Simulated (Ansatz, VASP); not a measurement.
**InSe in VASP and in Ansatz**

Contents of INCAR:

```
SYSTEM = InSe
PREC = Accurate
ENCUT = 520
EDIFF = 1E-7
ISMEAR = -1
SIGMA = 0.05
LREAL = .False.
LASPH = .True.
NELM = 60
ALGO = Normal
ISIF = 2
LWAVE = .False.
LCHARG = .False.
GGA = PE
NBANDS = 27
```

KPOINTS

```
regular mesh
0
Gamma
  7 7 6
  0 0 0
```

File POSCAR:

```
InSe
1.0
    5.7476481863     -2.0268800245      0.0000000000
    5.7476481863      2.0268800245      0.0000000000
   -1.6999432264      0.0000000000      4.7068622790
In Se
2 2
Direct
    0.8882032500      0.8882032500      0.0468413600
    0.1117967500      0.1117967500      0.9531586400
    0.6609275900      0.6609275900      0.6689556200
    0.3390724100      0.3390724100      0.3310443800
```

input.yaml

```yaml
crystal:
  lattice:
    - [5.7476481863, -2.0268800245, 0.0]
    - [5.7476481863, 2.0268800245, 0.0]
    - [-1.6999432264, 0.0, 4.706862279]
  atoms:
    - { symbol: In, position: [0.88820325, 0.88820325, 0.04684136] }
    - { symbol: In, position: [0.11179675, 0.11179675, 0.95315864] }
    - { symbol: Se, position: [0.66092759, 0.66092759, 0.66895562] }
    - { symbol: Se, position: [0.33907241, 0.33907241, 0.33104438] }
hamiltonian:
  xc: pbe
  pseudopotentials: { kind: paw }
kpoints:
  mp_grid: { grid: [7, 7, 6] }
scf:
  occupations: { method: fermi_dirac, width: 0.05 }
output:
  forces: true
  stress: true
  eigenvalues: true
```

Change from the starting cell: volume scaled by 0.96.

Alike in both runs: task single point; functional PBE; k mesh 7 × 7 × 6; occupations fermi-dirac, width 0.05 eV; no spin polarisation.

```csv
,VASP,Ansatz
version,VASP 6.6.1,Ansatz 0.2.0
potentials or method,"VASP PAW PBE potentials, release 64 (In_d, Se)",Ansatz PAW
plane-wave cutoff (eV),520,420
valence electrons in the cell,38,58
```

|  | VASP | Ansatz | Ansatz less VASP |
| --- | --- | --- | --- |
| gap on the k mesh at the Fermi level (eV) | 1.21 | 1.22 | +0.009 |
| least direct gap on the mesh (eV) | 1.35 | 1.36 | +0.008 |
| pressure (GPa) | 3.9 | 3.9 | -0.05 |
| largest component of the traceless stress (GPa) | 0.39 | 0.38 | -0.007 |
| rms of the force components (eV/Å) | 0.266 | 0.258 | -0.0079 |

Atom by atom the forces differ by 0.009 eV/Å (rms over components). The two sets of potentials don't hold the same shells in valence.

Caveats: spin-orbit coupling is left out, which moves the levels of the heavy elements; an odd mesh through Γ misses points on the zone boundary, where band edges often lie (VASP); odd divisions of the mesh miss points on the zone boundary, where band edges often lie, so the gap on the mesh can be too wide (Ansatz).
